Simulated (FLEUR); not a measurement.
# CdTe (F-43m) in FLEUR: notebook

One crystal, CdTe, is run at these levels: PBEsol, LDA (Perdew-Zunger); tasks: band structure.

Everything below comes from runs of FLEUR, more than one build. Logs are shortened: lines on timing, memory, paths and dates and some standing lists are left out, and cuts for length are marked.

**The experiment to reproduce.**

From a printed reference work, data compilation, for a bulk crystal of CdTe at 0 K: band gap 1.607 eV.

The results are compared with them further down.

### 1 Starting point

It takes space group F-43m (No. 216, cubic). Conventional cell: a = 6.410 Å, b = 6.410 Å, c = 6.410 Å, α = 90.00°, β = 90.00°, γ = 90.00°. Te (site symmetry -43m) has 4 Cd at 2.78 Å as nearest neighbours. Around Cd (site symmetry -43m) lie 4 Te at 2.78 Å.

### 2 Band structure, PBEsol, spin-orbit coupling, no magnetisation

File inp.xml:

```xml
<?xml version="1.0" encoding="UTF-8" standalone="no"?>
<fleurInput fleurInputVersion="0.39">
   <comment>
      CdTe                                                                                                
   </comment>
   <calculationSetup>
      <cutoffs Kmax="3.8" Gmax="11.8" GmaxXC="11.8" numbands="all"/>
      <scfLoop itmax="60" minDistance="0.00001" maxIterBroyd="15" imix="Anderson" alpha="0.05" precondParam="0.0" spinf="2.0"/>
      <coreElectrons ctail="T" frcor="F" kcrel="0" coretail_lmax="0"/>
      <xcFunctional name="PBEs" relativisticCorrections="F"/>
      <magnetism jspins="1"/>
      <soc l_soc="T" theta="0.0" phi="0.0" spav="F"/>
      <expertModes spex="0" secvar="F"/>
      <geometryOptimization l_f="F" forcealpha="1.0" forcemix="BFGS" epsdisp="0.00001" epsforce="0.00001"/>
      <ldaU l_linMix="F" mixParam="0.05" spinf="1.0"/>
   </calculationSetup>
   <cell>
      <bzIntegration valenceElectrons="42.0" mode="hist" fermiSmearingEnergy="0.00183747">
         <kPointListSelection listName="default-1"/>
         <!-- k-points included here -->
         <xi:include xmlns:xi="http://www.w3.org/2001/XInclude" href="kpts.xml"> </xi:include>
      </bzIntegration>
      <!-- symmetry operations included here -->
[... 32 lines left out ...]
            <valenceConfig>(4s1/2) (4p1/2) (4p3/2) (5s1/2) (4d3/2) (4d5/2)</valenceConfig>
         </electronConfig>
         <energyParameters s="5" p="5" d="4" f="4"/>
         <lo type="SCLO" l="0" n="4" eDeriv="0"/>
         <lo type="SCLO" l="1" n="4" eDeriv="0"/>
         <lo type="SCLO" l="1" n="4" eDeriv="1"/>
         <lo type="SCLO" l="2" n="4" eDeriv="2"/>
         <lo type="SCLO" l="3" n="4" eDeriv="2"/>
      </species>
   </atomSpecies>
   <atomGroups>
      <atomGroup species="Tellurium (Te)">
         <relPos label="                   1">-1.000/4.000 -1.000/4.000 -1.000/4.000</relPos>
         <force calculate="T" relaxXYZ="TTT"/>
      </atomGroup>
      <atomGroup species="Cadmium (Cd)">
         <relPos label="                   2">.0000000000 .0000000000 .0000000000</relPos>
         <force calculate="T" relaxXYZ="TTT"/>
      </atomGroup>
   </atomGroups>
   <output dos="F" band="F" slice="F">
      <checks vchk="F" cdinf="F"/>
      <bandDOS minEnergy="-.5*Htr" maxEnergy="0.5*Htr" sigma="0.015" storeEVData="T"/>
      <vacuumDOS vacdos="F" integ="F" star="F" nstars="0" locx1="0.0" locy1="0.0" locx2="0.0" locy2="0.0" nstm="0" tworkf="0.0"/>
      <unfoldingBand unfoldBand="F" supercellX="1" supercellY="1" supercellZ="1"/>
      <plotting iplot="0" polar="F">
         <plot TwoD="T" vec1="  1.0  0.0  0.0" vec2="  0.0  1.0  0.0" vec3="  0.0  0.0  1.0" zero="  0.0  0.0  0.0" file="plot"/>
      </plotting>
      <chargeDensitySlicing numkpt="0" minEigenval="0.0" maxEigenval="0.0" nnne="0" pallst="F"/>
      <specialOutput eonly="F"/>
      <magneticCircularDichroism mcd="F" energyLo="-10.0" energyUp="0.0"/>
   </output>
  <!-- We include the file relax.xml here to enable relaxations (see documentation) -->
  <xi:include xmlns:xi="http://www.w3.org/2001/XInclude" href="relax.xml"> <xi:fallback/> </xi:include>
</fleurInput>
```

File crystal.txt:

```
CdTe
&input cartesian=F /
0.0000000000  3.2050000000  3.2050000000
3.2050000000  0.0000000000  3.2050000000
3.2050000000  3.2050000000  0.0000000000
1.8897261246
1.0 1.0 1.0

2
52 0.7500000000  0.7500000000  0.7500000000
48 0.0000000000  0.0000000000  0.0000000000

&soc 0.0 0.0 /
&kpt div1=5 div2=5 div3=5 gamma=T /
```

File inp.xml (bands):

```
<?xml version="1.0" encoding="UTF-8" standalone="no"?>
<fleurInput fleurInputVersion="0.39">
   <comment>
      CdTe                                                                                                
   </comment>
   <calculationSetup>
      <cutoffs Kmax="3.8" Gmax="11.8" GmaxXC="11.8" numbands="all"/>
      <scfLoop itmax="60" minDistance="0.00001" maxIterBroyd="15" imix="Anderson" alpha="0.05" precondParam="0.0" spinf="2.0"/>
      <coreElectrons ctail="T" frcor="F" kcrel="0" coretail_lmax="0"/>
      <xcFunctional name="PBEs" relativisticCorrections="F"/>
      <magnetism jspins="1"/>
      <soc l_soc="T" theta="0.0" phi="0.0" spav="F"/>
      <expertModes spex="0" secvar="F"/>
      <geometryOptimization l_f="F" forcealpha="1.0" forcemix="BFGS" epsdisp="0.00001" epsforce="0.00001"/>
      <ldaU l_linMix="F" mixParam="0.05" spinf="1.0"/>
   </calculationSetup>
   <cell>
      <bzIntegration valenceElectrons="42.0" mode="hist" fermiSmearingEnergy="0.00183747">
         <kPointListSelection listName="path-1"/>
         <!-- k-points included here -->
         <xi:include xmlns:xi="http://www.w3.org/2001/XInclude" href="kpts.xml"> </xi:include>
      </bzIntegration>
      <!-- symmetry operations included here -->
      <xi:include xmlns:xi="http://www.w3.org/2001/XInclude" href="sym.xml"> </xi:include>
[... 31 lines left out ...]
            <valenceConfig>(4s1/2) (4p1/2) (4p3/2) (5s1/2) (4d3/2) (4d5/2)</valenceConfig>
         </electronConfig>
         <energyParameters s="5" p="5" d="4" f="4"/>
         <lo type="SCLO" l="0" n="4" eDeriv="0"/>
         <lo type="SCLO" l="1" n="4" eDeriv="0"/>
         <lo type="SCLO" l="1" n="4" eDeriv="1"/>
         <lo type="SCLO" l="2" n="4" eDeriv="2"/>
         <lo type="SCLO" l="3" n="4" eDeriv="2"/>
      </species>
   </atomSpecies>
   <atomGroups>
      <atomGroup species="Tellurium (Te)">
         <relPos label="                   1">-1.000/4.000 -1.000/4.000 -1.000/4.000</relPos>
         <force calculate="T" relaxXYZ="TTT"/>
      </atomGroup>
      <atomGroup species="Cadmium (Cd)">
         <relPos label="                   2">.0000000000 .0000000000 .0000000000</relPos>
         <force calculate="T" relaxXYZ="TTT"/>
      </atomGroup>
   </atomGroups>
   <output dos="F" band="T" slice="F">
      <checks vchk="F" cdinf="F"/>
      <bandDOS minEnergy="-.5*Htr" maxEnergy="0.5*Htr" sigma="0.015" storeEVData="T"/>
      <vacuumDOS vacdos="F" integ="F" star="F" nstars="0" locx1="0.0" locy1="0.0" locx2="0.0" locy2="0.0" nstm="0" tworkf="0.0"/>
      <unfoldingBand unfoldBand="F" supercellX="1" supercellY="1" supercellZ="1"/>
      <plotting iplot="0" polar="F">
         <plot TwoD="T" vec1="  1.0  0.0  0.0" vec2="  0.0  1.0  0.0" vec3="  0.0  0.0  1.0" zero="  0.0  0.0  0.0" file="plot"/>
      </plotting>
      <chargeDensitySlicing numkpt="0" minEigenval="0.0" maxEigenval="0.0" nnne="0" pallst="F"/>
      <specialOutput eonly="F"/>
      <magneticCircularDichroism mcd="F" energyLo="-10.0" energyUp="0.0"/>
   </output>
  <!-- We include the file relax.xml here to enable relaxations (see documentation) -->
  <xi:include xmlns:xi="http://www.w3.org/2001/XInclude" href="relax.xml"> <xi:fallback/> </xi:include>
</fleurInput>
```

Potentials or basis: all-electron, FLAPW.

Command:

```
$ inpgen -f crystal.txt -profile fastHighL
$ # inp.xml edited to the form shown
$ fleur
$ fleur   # second run, on inp.xml (bands)
```

Output:

```text
Welcome to FLEUR        (www.flapw.de)
      MaX-Release 8.1          (www.max-centre.eu)

 ========== k-point set info ==========
 Selected k-point list: default-1
 k-point list type: mesh
 5 x 5 x 5
 Number of k points: 33

 ------------Calculation Setup---------------------------
 Number of OMP-threads    :            1
 Number of basis functions:          508
 Approximate size of matrices (H+S) per k-point:         0.008 GB
 --------------------------------------------------------
 Iteration:     1   Distance:       5.72521205 me/bohr^3
 Iteration:     2   Distance:       5.27723799 me/bohr^3
 Iteration:     3   Distance:       3.18876354 me/bohr^3
 Iteration:     4   Distance:       0.97405361 me/bohr^3
 Iteration:     5   Distance:       0.69617700 me/bohr^3
 Iteration:     6   Distance:       0.13091848 me/bohr^3
 Iteration:     7   Distance:       0.10201174 me/bohr^3
 Iteration:     8   Distance:       0.03651914 me/bohr^3
 Iteration:     9   Distance:       0.00941842 me/bohr^3
 Iteration:    10   Distance:       0.00396526 me/bohr^3
 Iteration:    11   Distance:       0.00031522 me/bohr^3
 Iteration:    12   Distance:       0.00026446 me/bohr^3
 Iteration:    13   Distance:       0.00002090 me/bohr^3
 Iteration:    14   Distance:       0.00000368 me/bohr^3

 ********************************************************************
 Run finished successfully
 Stop message:
   all done
 ********************************************************************
```

output (bands):

```text
Welcome to FLEUR        (www.flapw.de)
      MaX-Release 8.1          (www.max-centre.eu)

 ========== k-point set info ==========
 Selected k-point list: path-1
 k-point list type: path
 Number of k points: 60

 ------------Calculation Setup---------------------------
 Number of OMP-threads    :            1
 Number of basis functions:          512
 Approximate size of matrices (H+S) per k-point:         0.008 GB
 --------------------------------------------------------
 Fermi energy correction for insulators:
 No automatic correction of the Fermi energy has been performed.

 Note: Band structure data (together with different weights) is also stored in the banddos.hdf file.
       A convenient way of extracting and plotting the data from that file is by making use of the

 ********************************************************************
 Run finished successfully
 Stop message:
   Charge density postprocessing done.
 ********************************************************************
```

out.xml (last iteration):

```text
<iteration numberForCurrentRun="   14" overallNumber="   14">
         <energyParameters units="Htr">
            <atomicEP atomType="1" spin="1" branch="5s" branchLowest="-5.67" branchHighest="0.72" value="-0.2988853412"/>
            <atomicEP atomType="1" spin="1" branch="5p" branchLowest="-3.83" branchHighest="1.50" value="-0.0512110573"/>
            <atomicEP atomType="1" spin="1" branch="5d" branchLowest="-1.13" branchHighest="2.85" value="0.1563777459"/>
            <atomicEP atomType="1" spin="1" branch="4f" branchLowest="-9.99" branchHighest="1.67" value="0.3093651189"/>
            <loAtomicEP atomType="1" spin="1" branch="4p" branchLowest="-29.14" branchHighest="-3.83" value="-3.8389469512"/>
            <loAtomicEP atomType="1" spin="1" branch="4p" branchLowest="-29.14" branchHighest="-3.83" value="-3.8389469512"/>
            <loAtomicEP atomType="1" spin="1" branch="4d" branchLowest="-20.20" branchHighest="-1.13" value="-1.1715781799"/>
            <loAtomicEP atomType="1" spin="1" branch="4d" branchLowest="-20.20" branchHighest="-1.13" value="-1.1715781799"/>
            <loAtomicEP atomType="1" spin="1" branch="5s" branchLowest="-5.67" branchHighest="0.72" value="-0.2988853412"/>
            <loAtomicEP atomType="1" spin="1" branch="4f" branchLowest="-9.99" branchHighest="1.67" value="0.3093619210"/>
            <atomicEP atomType="2" spin="1" branch="5s" branchLowest="-3.59" branchHighest="1.09" value="0.0200655439"/>
            <atomicEP atomType="2" spin="1" branch="5p" branchLowest="-2.16" branchHighest="1.73" value="0.1831491345"/>
            <atomicEP atomType="2" spin="1" branch="4d" branchLowest="-14.16" branchHighest="-0.05" value="-0.1347827006"/>
            <atomicEP atomType="2" spin="1" branch="4f" branchLowest="-9.99" branchHighest="2.01" value="0.5007504840"/>
            <loAtomicEP atomType="2" spin="1" branch="4s" branchLowest="-26.64" branchHighest="-3.59" value="-3.5962268411"/>
            <loAtomicEP atomType="2" spin="1" branch="4p" branchLowest="-21.77" branchHighest="-2.16" value="-2.1691732889"/>
            <loAtomicEP atomType="2" spin="1" branch="4p" branchLowest="-21.77" branchHighest="-2.16" value="-2.1691732889"/>
            <loAtomicEP atomType="2" spin="1" branch="4d" branchLowest="-14.16" branchHighest="-0.05" value="-0.1448676851"/>
            <loAtomicEP atomType="2" spin="1" branch="4f" branchLowest="-9.99" branchHighest="2.01" value="0.5007484422"/>
         </energyParameters>
         <eigenvalues>
            <eigenvaluesAt spin="1" ikpt="1" k_x="0.00000000" k_y="0.00000000" k_z="0.00000000">
                      -4.0665381356       -4.0665381356       -3.7251487756       -3.7251487756       -3.7251487748
                      -3.7251487748       -3.5962249344       -3.5962249344       -2.3053127096       -2.3053127096
[... 132 lines left out ...]
            <state n="3" l="1" j="1.5" energy="-28.5752122688" weight="2.0000000000"/>
            <state n="4" l="0" j="0.5" energy="-5.6709130348" weight="1.0000000000"/>
            <state n="3" l="2" j="1.5" energy="-20.4414596877" weight="2.0000000000"/>
            <state n="3" l="2" j="2.5" energy="-20.0484169689" weight="3.0000000000"/>
         </coreStates>
         <coreStates atomType="     2" atomicNumber=" 48" spin="1" kinEnergy="   5640.2370788939" eigValSum="  -3338.4360211316" lostElectrons=" 0.000000">
            <state n="1" l="0" j="0.5" energy="-973.3996725980" weight="1.0000000000"/>
            <state n="2" l="0" j="0.5" energy="-144.2385395158" weight="1.0000000000"/>
            <state n="2" l="1" j="0.5" energy="-134.2785467672" weight="1.0000000000"/>
            <state n="2" l="1" j="1.5" energy="-127.2113316746" weight="2.0000000000"/>
            <state n="3" l="0" j="0.5" energy="-26.6402499055" weight="1.0000000000"/>
            <state n="3" l="1" j="0.5" energy="-22.6487956456" weight="1.0000000000"/>
            <state n="3" l="1" j="1.5" energy="-21.3866234867" weight="2.0000000000"/>
            <state n="3" l="2" j="1.5" energy="-14.3172172744" weight="2.0000000000"/>
            <state n="3" l="2" j="2.5" energy="-14.0606204207" weight="3.0000000000"/>
         </coreStates>
         <allElectronCharges>
            <spinDependentCharge spin="1" total="100.0000000" interstitial="4.3170048" mtSpheres="95.6829952"/>
            <totalCharge value="99.9999999981"/>
         </allElectronCharges>
         <totalEnergy                                    value="   -12387.4429917272" units="Htr">
            <sumOfEigenvalues                            value="    -7488.4173087202">
               <coreElectrons value="-7431.9734898207"/>
               <valenceElectrons value="-56.4438188995"/>
            </sumOfEigenvalues>
            <densityCoulombPotentialIntegral value="-20107.7802900607"/>
            <densityEffectivePotentialIntegral value="-20535.5940209836"/>
            <chargeDenXCDenIntegral value="-325.3920888057"/>
            <FockExchangeEnergyValence value="0.0000000000"/>
            <FockExchangeEnergyCore value="0.0000000000"/>
            <atomTypeDependentContributions atomType="1">
               <electronNucleiInteractionDifferentMTs value="8228.3610905576"/>
               <MadelungTerm value="-33.5854651419"/>
            </atomTypeDependentContributions>
            <atomTypeDependentContributions atomType="2">
               <electronNucleiInteractionDifferentMTs value="6776.5310919169"/>
               <MadelungTerm value="-16.8598225381"/>
            </atomTypeDependentContributions>
            <tkbTimesEntropy value="0.0000042180"/>
            <freeEnergy value="-12387.4429959451"/>
            <extrapolationTo0K value="-12387.4429938361"/>
         </totalEnergy>
         <densityConvergence units="me/bohr^3">
            <chargeDensity spin="1" distance="0.0000036825"/>
         </densityConvergence>
      </iteration>
```

Wall time 6.9 min (1 thread of Intel Xeon at 2.60GHz (Ice Lake), shared host); peak memory 0.21 GiB.

What came out:

```
Free energy                                           : -337079.4960 eV
Band gap on the k mesh                                : 0.47 eV, direct
Band gap along the path                               : 0.47 eV, direct
Valence electrons inside the program's atomic spheres : Te 19.07; Cd 18.61 (radii Te 2.3, Cd 2.56 bohr)
```

Levels at the corners of the path, in eV from the valence-band top:
```
point  band 39  band 40  band 41  band 42  band 43  band 44  band 45  band 46
    Γ     0.00     0.00     0.00     0.00     0.47     0.47     4.03     4.03
    X    -2.44    -2.44    -2.11    -2.11     2.14     2.14     2.32     2.32
    W    -3.03    -2.61    -2.60    -2.58     3.83     4.22     4.30     4.36
    K    -3.17    -2.91    -1.93    -1.90     2.50     2.52     4.12     4.31
    Γ     0.00     0.00     0.00     0.00     0.47     0.47     4.03     4.03
    L    -1.36    -1.36    -0.86    -0.86     1.48     1.48     4.78     4.78
    U    -3.17    -2.91    -1.93    -1.90     2.50     2.52     4.12     4.31
    W    -3.03    -2.61    -2.60    -2.58     3.83     4.22     4.30     4.36
    L    -1.36    -1.36    -0.86    -0.86     1.48     1.48     4.78     4.78
    K    -3.17    -2.91    -1.93    -1.90     2.50     2.52     4.12     4.31
    U    -3.17    -2.91    -1.93    -1.90     2.50     2.52     4.12     4.31
    X    -2.44    -2.44    -2.11    -2.11     2.14     2.14     2.32     2.32
```

Core levels (eV from the Fermi level):
```tsv
atom	levels
1 Te	1s1/2 -31586.7, 2s1/2 -4838.6, 2p1/2 -4533.7, 2p3/2 -4259.4, 3s1/2 -958.8, 3p1/2 -833.4, 3p3/2 -782.3, 4s1/2 -159.1, 3d3/2 -561.0, 3d5/2 -550.3
2 Cd	1s1/2 -26492.3, 2s1/2 -3929.7, 2p1/2 -3658.7, 2p3/2 -3466.3, 3s1/2 -729.7, 3p1/2 -621.1, 3p3/2 -586.7, 3d3/2 -394.3, 3d5/2 -387.4
```

(Continued in part 2 of 2.)
